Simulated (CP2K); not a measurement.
The system is CdSe (Cadmoselite).

```xyz
4
Lattice="4.3000 0.0000 0.0000 -2.1500 3.7239 0.0000 0.0000 0.0000 7.0200" Properties=species:S:1:pos:R:3 pbc="T T T"
Cd    2.1500    1.2413    3.5100
Cd    0.0000    2.4826    0.0000
Se    2.1500    1.2413    6.2127
Se    0.0000    2.4826    2.7027
```

Base run:

```yaml
Program: CP2K 2026.2
Functional: PBE
Potentials_or_basis: GTH_SOC_POTENTIALS Cd GTH-PBE-q12, Se GTH-PBE-q6; DZVP-MOLOPT-SR-GTH basis
Density_cutoff: 6123 eV
k_mesh: 7 × 7 × 4
Occupations: fermi-dirac, width 0.05 eV
Spin: spin-orbit coupling, no magnetisation
```

Its results: pressure 3.9 GPa; largest force 0.313 eV/Å.

Question: The run is repeated on the same cell with these changes: functional from PBE to r2SCAN; density cutoff from 6123 eV to 9184 eV; cutoff of the grids from 450 Ry to 675 Ry. What comes out?

Answer: Pressure 1.3 GPa; largest force 0.288 eV/Å.

Caveats: the basis of atomic orbitals isn't converged, which shifts pressures, moduli and gaps; the potentials were made for another functional, which shifts forces and pressure (some runs).
